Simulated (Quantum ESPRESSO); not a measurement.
# La (Im-3m) in Quantum ESPRESSO: further runs

The runs below take La through phonon dispersion, with LDA, PBE, PBEsol.

Everything below comes from runs of Quantum ESPRESSO 7.5. Logs are shortened: lines on timing, memory, paths and dates and some standing lists are left out, and cuts for length are marked.

## (1) Starting point

Symmetry: Im-3m, No. 229, cubic system. Conventional cell: a = 4.248 Å, b = 4.248 Å, c = 4.248 Å, α = 90.00°, β = 90.00°, γ = 90.00°. La (site symmetry m-3m) has 8 La at 3.68 Å as nearest neighbours.

This isn't the form of La at room conditions, which is double hcp.

## (2) Phonon dispersion, LDA

File pw.in:

```
&CONTROL
  calculation = 'scf'
  prefix = 'pwscf'
  outdir = './tmp'
  pseudo_dir = './pseudo'
  tprnfor = .true.
  tstress = .true.
  disk_io = 'low'
/
&SYSTEM
  ibrav = 0
  nat = 1
  ntyp = 1
  ecutwfc = 45
  ecutrho = 360
  nbnd = 11
  occupations = 'smearing'
  smearing = 'mv'
  degauss = 0.01469973
/
&ELECTRONS
  conv_thr = 2d-10
  electron_maxstep = 120
  mixing_beta = 0.5
/
ATOMIC_SPECIES
La   138.9055 la_lda_v1.uspp.F.UPF
CELL_PARAMETERS angstrom
  -2.1238310710    2.1238310710    2.1238310710
   2.1238310710   -2.1238310710    2.1238310710
   2.1238310710    2.1238310710   -2.1238310710
ATOMIC_POSITIONS angstrom
La     0.0000000000    0.0000000000    0.0000000000
K_POINTS automatic
10 10 10 0 0 0
```

File relax.in:

```
&CONTROL
  calculation = 'vc-relax'
  prefix = 'pwscf'
  outdir = './tmp'
  pseudo_dir = './pseudo'
  tprnfor = .true.
  tstress = .true.
  disk_io = 'low'
  nstep = 40
  forc_conv_thr = 0.0001
  etot_conv_thr = 1d-06
/
&SYSTEM
  ibrav = 0
  nat = 1
  ntyp = 1
  ecutwfc = 45
  ecutrho = 360
  nbnd = 11
  occupations = 'smearing'
  smearing = 'mv'
  degauss = 0.01469973
/
&ELECTRONS
  conv_thr = 2d-10
  electron_maxstep = 120
  mixing_beta = 0.5
/
&IONS
  ion_dynamics = 'bfgs'
/
&CELL
  cell_dynamics = 'bfgs'
  press = 0
  press_conv_thr = 0.2
/
ATOMIC_SPECIES
La   138.9055 la_lda_v1.uspp.F.UPF
CELL_PARAMETERS angstrom
  -2.1238310710    2.1238310710    2.1238310710
   2.1238310710   -2.1238310710    2.1238310710
   2.1238310710    2.1238310710   -2.1238310710
ATOMIC_POSITIONS angstrom
La     0.0000000000    0.0000000000    0.0000000000
K_POINTS automatic
10 10 10 0 0 0
```

File scf2.in:

```
&CONTROL
  calculation = 'scf'
  prefix = 'pwscf'
  outdir = './tmp'
  pseudo_dir = './pseudo'
  tprnfor = .true.
  tstress = .true.
  disk_io = 'low'
/
&SYSTEM
  ibrav = 0
  nat = 1
  ntyp = 1
  ecutwfc = 45
  ecutrho = 360
  nbnd = 11
  occupations = 'smearing'
  smearing = 'mv'
  degauss = 0.01469973
/
&ELECTRONS
  conv_thr = 1d-13
  electron_maxstep = 120
  mixing_beta = 0.5
  startingpot = 'file'
  startingwfc = 'file'
/
ATOMIC_SPECIES
La   138.9055 la_lda_v1.uspp.F.UPF
CELL_PARAMETERS angstrom
  -2.0242330610    2.0242330610    2.0242330610
   2.0242330610   -2.0242330610    2.0242330610
   2.0242330610    2.0242330610   -2.0242330610
ATOMIC_POSITIONS angstrom
La     0.0000000000    0.0000000000    0.0000000000
K_POINTS automatic
10 10 10 0 0 0
```

File ph.in:

```
phonon_bands of La
&INPUTPH
  prefix = 'pwscf'
  outdir = './tmp'
  tr2_ph = 1d-18
  fildyn = 'dyn'
  niter_ph = 90
  alpha_mix(1) = 0.4
  ldisp = .true.
  nq1 = 2
  nq2 = 2
  nq3 = 2
/
```

File q2r.in:

```
&INPUT
  fildyn = 'dyn'
  zasr = 'crystal'
  flfrc = 'fc'
/
```

File matdyn.in:

```
&INPUT
  asr = 'crystal'
  flfrc = 'fc'
  flfrq = 'freq'
  q_in_cryst_coord = .true.
  flvec = ' '
/
80
 0.0000000000  0.0000000000  0.0000000000
 0.0312500000 -0.0312500000  0.0312500000
 0.0625000000 -0.0625000000  0.0625000000
 0.0937500000 -0.0937500000  0.0937500000
 0.1250000000 -0.1250000000  0.1250000000
 0.1562500000 -0.1562500000  0.1562500000
 0.1875000000 -0.1875000000  0.1875000000
 0.2187500000 -0.2187500000  0.2187500000
 0.2500000000 -0.2500000000  0.2500000000
 0.2812500000 -0.2812500000  0.2812500000
 0.3125000000 -0.3125000000  0.3125000000
 0.3437500000 -0.3437500000  0.3437500000
 0.3750000000 -0.3750000000  0.3750000000
 0.4062500000 -0.4062500000  0.4062500000
 0.4375000000 -0.4375000000  0.4375000000
 0.4687500000 -0.4687500000  0.4687500000
 0.5000000000 -0.5000000000  0.5000000000
 0.4545454545 -0.4545454545  0.5000000000
 0.4090909091 -0.4090909091  0.5000000000
 0.3636363636 -0.3636363636  0.5000000000
 0.3181818182 -0.3181818182  0.5000000000
 0.2727272727 -0.2727272727  0.5000000000
 0.2272727273 -0.2272727273  0.5000000000
 0.1818181818 -0.1818181818  0.5000000000
 0.1363636364 -0.1363636364  0.5000000000
 0.0909090909 -0.0909090909  0.5000000000
 0.0454545455 -0.0454545455  0.5000000000
 0.0000000000  0.0000000000  0.5000000000
 0.0000000000  0.0000000000  0.4583333333
 0.0000000000  0.0000000000  0.4166666667
 0.0000000000  0.0000000000  0.3750000000
 0.0000000000  0.0000000000  0.3333333333
 0.0000000000  0.0000000000  0.2916666667
 0.0000000000  0.0000000000  0.2500000000
 0.0000000000  0.0000000000  0.2083333333
 0.0000000000  0.0000000000  0.1666666667
 0.0000000000  0.0000000000  0.1250000000
 0.0000000000  0.0000000000  0.0833333333
 0.0000000000  0.0000000000  0.0416666667
 0.0000000000  0.0000000000  0.0000000000
 0.0166666667  0.0166666667  0.0166666667
 0.0333333333  0.0333333333  0.0333333333
 0.0500000000  0.0500000000  0.0500000000
 0.0666666667  0.0666666667  0.0666666667
 0.0833333333  0.0833333333  0.0833333333
 0.1000000000  0.1000000000  0.1000000000
 0.1166666667  0.1166666667  0.1166666667
 0.1333333333  0.1333333333  0.1333333333
 0.1500000000  0.1500000000  0.1500000000
 0.1666666667  0.1666666667  0.1666666667
 0.1833333333  0.1833333333  0.1833333333
 0.2000000000  0.2000000000  0.2000000000
 0.2166666667  0.2166666667  0.2166666667
 0.2333333333  0.2333333333  0.2333333333
 0.2500000000  0.2500000000  0.2500000000
 0.2666666667  0.2000000000  0.2666666667
 0.2833333333  0.1500000000  0.2833333333
 0.3000000000  0.1000000000  0.3000000000
 0.3166666667  0.0500000000  0.3166666667
 0.3333333333  0.0000000000  0.3333333333
 0.3500000000 -0.0500000000  0.3500000000
 0.3666666667 -0.1000000000  0.3666666667
 0.3833333333 -0.1500000000  0.3833333333
 0.4000000000 -0.2000000000  0.4000000000
 0.4166666667 -0.2500000000  0.4166666667
 0.4333333333 -0.3000000000  0.4333333333
 0.4500000000 -0.3500000000  0.4500000000
 0.4666666667 -0.4000000000  0.4666666667
 0.4833333333 -0.4500000000  0.4833333333
 0.5000000000 -0.5000000000  0.5000000000
 0.2500000000  0.2500000000  0.2500000000
 0.2222222222  0.2222222222  0.2777777778
 0.1944444444  0.1944444444  0.3055555556
 0.1666666667  0.1666666667  0.3333333333
 0.1388888889  0.1388888889  0.3611111111
 0.1111111111  0.1111111111  0.3888888889
 0.0833333333  0.0833333333  0.4166666667
 0.0555555556  0.0555555556  0.4444444444
 0.0277777778  0.0277777778  0.4722222222
 0.0000000000  0.0000000000  0.5000000000
```

File matdyn_dos.in:

```
&INPUT
  asr = 'crystal'
  flfrc = 'fc'
  dos = .true.
  fldos = 'phdos'
  nk1 = 15
  nk2 = 15
  nk3 = 15
  deltaE = 0.5
  flvec = ' '
  flfrq = ' '
/
```

File matdyn_mesh.in:

```
&INPUT
  asr = 'crystal'
  flfrc = 'fc'
  flfrq = 'mesh'
  q_in_cryst_coord = .true.
  flvec = ' '
/
1000
 0.05000000  0.05000000  0.05000000
 0.05000000  0.05000000  0.15000000
 0.05000000  0.05000000  0.25000000
[... 997 further points of the even 10 x 10 x 10 mesh, shifted by half a step ...]
```

Potentials or basis: GBRV 1.5 LDA.

The run is started by

```console
$ OMP_NUM_THREADS=1 pw.x -in pw.in > pw.out
$ OMP_NUM_THREADS=1 pw.x -in relax.in > relax.out
$ OMP_NUM_THREADS=1 pw.x -in scf2.in > scf2.out
$ OMP_NUM_THREADS=1 ph.x -in ph.in > ph.out
$ OMP_NUM_THREADS=1 q2r.x -in q2r.in > q2r.out
$ OMP_NUM_THREADS=1 matdyn.x -in matdyn.in > matdyn.out
$ OMP_NUM_THREADS=1 matdyn.x -in matdyn_dos.in > matdyn_dos.out
$ OMP_NUM_THREADS=1 matdyn.x -in matdyn_mesh.in > matdyn_mesh.out
```

pw.out:

```text
This program is part of the open-source Quantum ESPRESSO suite
     for quantum simulation of materials; please cite
[... 9 lines left out ...]
     --------------------
     sticks:   dense  smooth     PW     G-vecs:    dense   smooth      PW
     Sum        1299     649    233                29797    10473    2315

     Using Slab Decomposition

     bravais-lattice index     =            0
     lattice parameter (alat)  =       6.9515  a.u.
     unit-cell volume          =     258.5928 (a.u.)^3
     number of atoms/cell      =            1
     number of atomic types    =            1
     number of electrons       =        11.00
     number of Kohn-Sham states=           11
     kinetic-energy cutoff     =      45.0000  Ry
     charge density cutoff     =     360.0000  Ry
     scf convergence threshold =      2.0E-10
     mixing beta               =       0.5000
     number of iterations used =            8  plain     mixing
     Exchange-correlation= SLA  PZ   NOGX NOGC
                           (   1   1   0   0   0   0   0)

     celldm(1)=   6.951515  celldm(2)=   0.000000  celldm(3)=   0.000000
     celldm(4)=   0.000000  celldm(5)=   0.000000  celldm(6)=   0.000000

     crystal axes: (cart. coord. in units of alat)
               a(1) = (  -0.577350   0.577350   0.577350 )
               a(2) = (   0.577350  -0.577350   0.577350 )
               a(3) = (   0.577350   0.577350  -0.577350 )

     reciprocal axes: (cart. coord. in units 2 pi/alat)
               b(1) = ( -0.000000  0.866025  0.866025 )
               b(2) = (  0.866025 -0.000000  0.866025 )
               b(3) = (  0.866025  0.866025  0.000000 )

     PseudoPot. # 1 for La read from file:
     la_lda_v1.uspp.F.UPF
     Pseudo is Ultrasoft + core correction, Zval = 11.0
     Generated by new atomic code, or converted to UPF format
     Using radial grid of  995 points,  8 beta functions with:
                l(1) =   0
                l(2) =   0
                l(3) =   1
                l(4) =   1
                l(5) =   2
                l(6) =   2
                l(7) =   3
                l(8) =   3
     Q(r) pseudized with  8 coefficients,  rinner =    1.700   1.700   1.700
                                                       1.700   1.700   1.700
                                                       1.700

     atomic species   valence    mass     pseudopotential
     La               11.00   138.90550     La( 1.00)

     48 Sym. Ops., with inversion, found

   Cartesian axes

     site n.     atom                  positions (alat units)
         1        La     tau(   1) = (   0.0000000   0.0000000   0.0000000  )

     number of k points=    47  Marzari-Vanderbilt smearing, width (Ry)=  0.0147
                       cart. coord. in units 2pi/alat
        k(    1) = (   0.0000000   0.0000000   0.0000000), wk =   0.0020000
        k(    2) = (   0.0866025   0.0866025   0.0000000), wk =   0.0240000
        k(    3) = (   0.1732051   0.1732051   0.0000000), wk =   0.0240000
        k(    4) = (   0.2598076   0.2598076   0.0000000), wk =   0.0240000
        k(    5) = (   0.3464102   0.3464102   0.0000000), wk =   0.0240000
        k(    6) = (  -0.4330127  -0.4330127   0.0000000), wk =   0.0120000
[... 39 lines left out ...]
        k(   46) = (  -0.8660254  -0.0866025  -0.0866025), wk =   0.0240000
        k(   47) = (  -0.8660254  -0.8660254  -0.8660254), wk =   0.0020000

     Dense  grid:    29797 G-vectors     FFT dimensions: (  45,  45,  45)

     Smooth grid:    10473 G-vectors     FFT dimensions: (  30,  30,  30)

     Check: negative core charge=   -0.000001

     Initial potential from superposition of free atoms

     starting charge      10.9713, renormalised to      11.0000

     negative rho (up, down):  8.315E-02 0.000E+00
     Starting wfcs are   20 randomized atomic wfcs

     Self-consistent Calculation

     iteration #  1     ecut=    45.00 Ry     beta= 0.50
     Davidson diagonalization with overlap
     ethr =  1.00E-02,  avg # of iterations =  1.7

     Threshold (ethr) on eigenvalues was too large:
     Diagonalizing with lowered threshold

     Davidson diagonalization with overlap
     ethr =  2.42E-05,  avg # of iterations =  4.4

     negative rho (up, down):  7.409E-02 0.000E+00

     total energy              =    -102.19772861 Ry
     estimated scf accuracy    <       0.00453371 Ry

     iteration #  2     ecut=    45.00 Ry     beta= 0.50
     Davidson diagonalization with overlap
     ethr =  4.12E-05,  avg # of iterations =  1.9
[... 78 lines left out ...]
     iteration # 11     ecut=    45.00 Ry     beta= 0.50
     Davidson diagonalization with overlap
     ethr =  3.82E-12,  avg # of iterations =  3.4

     negative rho (up, down):  6.470E-02 0.000E+00

     End of self-consistent calculation

          k = 0.0000 0.0000 0.0000 (  1289 PWs)   bands (ev):

   -22.4186  -5.3321  -5.3321  -5.3321   7.3270  12.0206  12.0206  12.0206
    12.0989  12.0989  12.0989

          k = 0.0866 0.0866 0.0000 (  1334 PWs)   bands (ev):

   -22.4015  -5.4685  -5.3723  -5.3336   7.6286  11.6454  11.6542  12.0885
    12.1307  12.3419  12.3556
[... 8 lines left out ...]
   -22.2998  -6.1963  -5.5983  -5.3429   8.8936  10.7784  11.3533  12.0744
    12.3648  12.4829  12.6223

          k = 0.3464 0.3464 0.0000 (  1316 PWs)   bands (ev):

   -22.2533  -6.4911  -5.6948  -5.3473   8.8815  10.5040  11.9805  12.0915
    12.4012  12.5702  12.6666

          k =-0.4330-0.4330 0.0000 (  1312 PWs)   bands (ev):

   -22.2353  -6.5997  -5.7310  -5.3490   8.8091  10.4079  12.1008  12.1689
    12.4121  12.6628  12.6797

          k = 0.1732 0.0866 0.0866 (  1323 PWs)   bands (ev):

   -22.3705  -5.7014  -5.4190  -5.3659   8.1590  11.2903  11.3304  12.0752
    12.2605  12.4631  12.4637

          k = 0.2598 0.1732 0.0866 (  1327 PWs)   bands (ev):
[... 71 lines left out ...]
   -22.3410  -5.8111  -5.5180  -5.4381   8.6253  11.2109  11.3486  11.8181
    12.1862  12.5166  12.5753

          k = 0.5196 0.3464 0.3464 (  1307 PWs)   bands (ev):

   -22.2204  -6.1588  -6.1588  -5.6216  10.1143  11.2284  11.2284  12.3392
    12.4714  12.4715  12.6698

          k =-0.0000-0.1732 0.3464 (  1324 PWs)   bands (ev):

   -22.2859  -6.1783  -5.6432  -5.4387   9.1677  11.0009  11.0446  12.0148
    12.3180  12.4606  12.6401

          k = 0.0866-0.0866 0.3464 (  1330 PWs)   bands (ev):

   -22.2928  -6.0569  -5.6441  -5.5018   9.2943  10.7562  11.3555  11.8217
    12.2733  12.4610  12.6159

          k = 0.0000-0.2598 0.4330 (  1316 PWs)   bands (ev):
[... 36 lines left out ...]
   -22.2222  -6.1855  -5.9700  -5.7991  10.6789  10.7050  11.4230  12.3644
    12.5168  12.5308  12.5809

          k = 0.0000 0.0000 0.3464 (  1325 PWs)   bands (ev):

   -22.3003  -5.8819  -5.6274  -5.6274   9.2723  10.8990  11.6039  11.6039
    12.0931  12.4773  12.6289

          k =-0.0000-0.0866 0.4330 (  1320 PWs)   bands (ev):

   -22.2493  -6.1369  -5.7579  -5.6734   9.7895  10.4134  11.5358  11.8580
    12.2213  12.3565  12.6791

          k = 0.0000-0.1732 0.5196 (  1316 PWs)   bands (ev):

   -22.2074  -6.3747  -5.8600  -5.6652   9.6211  10.5852  11.3895  11.8008
    12.3328  12.4566  12.7176

          k = 0.0866-0.0866 0.5196 (  1315 PWs)   bands (ev):
[... 11 lines left out ...]
   -22.1776  -6.3649  -6.0411  -5.7192   9.7029  10.2470  11.2340  12.0684
    12.3245  12.4653  12.7588

          k =-0.6928-0.1732-0.1732 (  1304 PWs)   bands (ev):

   -22.1661  -6.2459  -6.2459  -5.7186   9.9268   9.9268  11.0301  12.2703
    12.3878  12.3878  12.7991

          k =-0.0000-0.0000 0.5196 (  1320 PWs)   bands (ev):

   -22.2034  -6.1371  -5.8944  -5.8944   9.8278  10.0895  11.9757  11.9757
    12.1554  12.2205  12.7230

          k = 0.0000-0.0866 0.6062 (  1313 PWs)   bands (ev):

   -22.1659  -6.2690  -6.0010  -5.9291   9.4761   9.8985  11.9646  11.9950
    12.2809  12.3703  12.7689

          k =-0.8660-0.1732-0.1732 (  1320 PWs)   bands (ev):
[... 16 lines left out ...]
   -22.1188  -6.2345  -6.1518  -6.1192   8.9849   9.0667  12.2032  12.2756
    12.3441  12.3938  12.8371

          k =-0.8660-0.8660-0.8660 (  1312 PWs)   bands (ev):

   -22.1063  -6.1933  -6.1933  -6.1933   8.8210   8.8210  12.2257  12.3725
    12.3725  12.3725  12.8558

     the Fermi energy is    10.6329 ev

!    total energy              =    -102.19811392 Ry
     estimated scf accuracy    <          6.4E-13 Ry
     smearing contrib. (-TS)   =      -0.00167699 Ry
     internal energy E=F+TS    =    -102.19643694 Ry

     The total energy is F=E-TS. E is the sum of the following terms:
     one-electron contribution =      -5.97552202 Ry
     hartree contribution      =       7.44760155 Ry
     xc contribution           =     -48.80969757 Ry
     ewald contribution        =     -54.85881890 Ry

     convergence has been achieved in  11 iterations

     negative rho (up, down):  6.470E-02 0.000E+00

     Forces acting on atoms (cartesian axes, Ry/au):

     atom    1 type  1   force =     0.00000000    0.00000000    0.00000000

     Total force =     0.000000     Total SCF correction =     0.000000

     Computing stress (Cartesian axis) and pressure

     negative rho (up, down):  6.470E-02 0.000E+00
          total   stress  (Ry/bohr**3)                   (kbar)     P=      -36.37
  -0.00024726   0.00000000   0.00000000          -36.37        0.00        0.00
   0.00000000  -0.00024726  -0.00000000            0.00      -36.37       -0.00
  -0.00000000  -0.00000000  -0.00024726           -0.00       -0.00      -36.37

=------------------------------------------------------------------------------=
   JOB DONE.
=------------------------------------------------------------------------------=
```

Wall time 13 min (1 thread of Arm Neoverse V1, shared host); peak memory 0.32 GiB.

What came out:

```
Free energy                            : -1390.5401 eV
Relaxed volume                         : 33.18 Å³/atom
Relaxed cell                           : a = 3.506 Å, b = 3.506 Å, c = 3.506 Å, α = 109.47°, β = 109.47°, γ = 109.47°
Space group after relaxing (to 0.05 Å) : Im-3m (No. 229)
Pressure after relaxing                : 0.0 GPa
Band gap on the k mesh                 : none (metal or under the smearing width)
Highest phonon frequency               : 57 cm⁻¹
Most unstable mode                     : 63i cm⁻¹
```

Step by step:
| step | energy change (eV) | largest force (eV/Å) | pressure (GPa) | volume (Å³) |
| --- | --- | --- | --- | --- |
| 1 | 0.0000 | 0.0000 | -3.64 | 38.32 |
| 2 | -0.0152 | 0.0000 | -3.27 | 37.61 |
| 3 | -0.0344 | 0.0000 | -2.65 | 36.57 |
| 4 | -0.0547 | 0.0000 | -1.60 | 35.04 |
| 5 | -0.0640 | 0.0000 | 0.22 | 32.95 |
| 6 | -0.0642 | 0.0000 | -0.01 | 33.19 |
| 7 | -0.0642 | 0.0000 | 0.00 | 33.18 |

Final structure:
```cif
data_structure
_symmetry_space_group_name_H-M 'P 1'
_symmetry_Int_Tables_number 1
_cell_length_a 3.5061
_cell_length_b 3.5061
_cell_length_c 3.5061
_cell_angle_alpha 109.471
_cell_angle_beta 109.471
_cell_angle_gamma 109.471
_cell_volume 33.18
loop_
_atom_site_label
_atom_site_type_symbol
_atom_site_fract_x
_atom_site_fract_y
_atom_site_fract_z
_atom_site_occupancy
La1 La 0.00000 0.00000 0.00000 1
```

Levels at points of the mesh, in eV from the Fermi level:
| k point | band 2 | band 3 | band 4 | band 5 | band 6 | band 7 | band 8 | band 9 | band 10 | band 11 |
| --- | --- | --- | --- | --- | --- | --- | --- | --- | --- | --- |
| (0.00, 0.00, 0.00) | -15.45 | -15.45 | -15.45 | -3.15 | 1.56 | 1.56 | 1.56 | 1.69 | 1.69 | 1.69 |
| (0.00, 0.00, -0.50) | -17.34 | -16.03 | -15.48 | -2.02 | -0.35 | 1.70 | 1.88 | 2.15 | 2.48 | 2.52 |
| (-0.50, -0.50, -0.50) | -16.72 | -16.72 | -16.72 | -2.23 | -2.23 | 1.89 | 2.11 | 2.11 | 2.11 | 2.72 |

Phonon frequencies in cm⁻¹ (negative: imaginary):
```tsv
q point	frequencies
(0.000, 0.000, 0.000)	0 0 0
(0.219, -0.219, 0.219)	-26 -26 24
(0.438, -0.438, 0.438)	53 53 55
(0.273, -0.273, 0.500)	21 28 47
(0.000, 0.000, 0.458)	-57 -50 29
(0.000, 0.000, 0.167)	-29 -25 14
(0.050, 0.050, 0.050)	-21 -21 11
(0.167, 0.167, 0.167)	-55 -55 -27
(0.283, 0.150, 0.283)	-62 -52 -52
(0.400, -0.200, 0.400)	-19 37 37
(0.250, 0.250, 0.250)	-57 -57 -57
(0.056, 0.056, 0.444)	-58 -51 22
```

Phonon frequencies at the corners of the path (cm⁻¹, interpolated; i marks imaginary ones):
```
point  frequencies
    Γ        0 0 0
    H     57 57 57
    N   57i 50i 29
    P  57i 57i 57i
```

Phonon states per cell in windows of 10 cm⁻¹ (negative: imaginary):
```
from (cm⁻¹)  total
        -70   0.06
        -60   0.43
        -50   0.57
        -40   0.44
        -30   0.25
        -20   0.11
        -10   0.08
          0   0.10
         10   0.23
         20   0.32
         30   0.22
         40   0.14
         50   0.04
```

Caveat: some modes are imaginary; the q mesh is small, so phonon branches between its points and thermal values are rough.

(Part 1 of 3 ends here.)
